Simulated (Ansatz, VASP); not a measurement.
Given: the input of a run of Ansatz 0.2.0 on MnS.

input.yaml

```yaml
crystal:
  lattice:
    - [0.0, 2.4400341398, 2.4400341398]
    - [2.4400341398, 0.0, 2.4400341398]
    - [2.4400341398, 2.4400341398, 0.0]
  atoms:
    - { symbol: Mn, position: [0.0, 0.0, 0.0], spin: 4.0 }
    - { symbol: S, position: [0.75, 0.75, 0.75] }
hamiltonian:
  xc: pbesol
  pseudopotentials: { kind: paw }
magnetization:
  spin_polarized: true
kpoints:
  mp_grid: { grid: [9, 9, 9] }
scf:
  occupations: { method: fermi_dirac, width: 0.05 }
output:
  forces: true
  stress: true
  eigenvalues: true
```

Potentials or basis: Ansatz PAW.

The run is started by

```console
$ ansatz run input.yaml --threads 1 --pin off --max-ram 3584MiB --backend cpu --events-out ev --progress --plain --runs-dir out
```

**Question.** Translate it to VASP 6.6.1. Potentials there: VASP PAW PBE potentials, release 64 (Mn_pv, S).

**Answer.** As run (the cutoff follows the program's own potentials):

Contents of INCAR:

```
PREC = Accurate
ENCUT = 520
EDIFF = 1E-7
ISMEAR = -1
SIGMA = 0.05
LREAL = F
LASPH = T
NELM = 150
ALGO = Normal
ISIF = 2
LWAVE = F
LCHARG = F
ISPIN = 2
MAGMOM = 4 0
LORBIT = 11
LMAXMIX = 4
GGA = PS
NBANDS = 20
```

KPOINTS

```
regular mesh
0
Gamma
  9 9 9
```

Contents of POSCAR:

```
MnS
1.0
    0.0000000000      2.4400341398      2.4400341398
    2.4400341398      0.0000000000      2.4400341398
    2.4400341398      2.4400341398      0.0000000000
Mn S
1 1
Direct
    0.0000000000      0.0000000000      0.0000000000
    0.7500000000      0.7500000000      0.7500000000
```

Potentials or basis: VASP PAW PBE potentials, release 64 (Mn_pv, S).

The run is started by

```bash
$ cat potpaw_PBE.64/Mn_pv/POTCAR potpaw_PBE.64/S/POTCAR > POTCAR
$ mpirun -np 1 vasp_std > vasp.out
```

Both were run:

|  | VASP | Ansatz | Ansatz less VASP |
| --- | --- | --- | --- |
| gap on the k mesh at the Fermi level (eV) | none | none | - |
| pressure (GPa) | 3.4 | 3.1 | -0.24 |
| net moment per atom (μB) | 0.09 | 0.09 | +0.003 |
| size of the moment on the site where the two differ most (μB) | 0.17 | 0.16 | -0.015 |

Site moments also hang on the region over which each program counts them. A gap of «none» marks a metal or a gap that the smearing closes. The two sets of potentials don't hold the same shells in valence.

Caveats: the moment fell far below its start of 4 μB, so a state of higher moment may lie lower in energy; semilocal functionals often make such compounds metallic where correlation or magnetic order opens a gap, which also shifts bond lengths; the PAW data sets were made with another functional, which shifts forces and pressure a little (VASP); the PAW data sets come from PBE, with cores solved anew for the run's functional, which leaves a small shift of forces and pressure (Ansatz); the starting moments weren't kept (Ansatz).
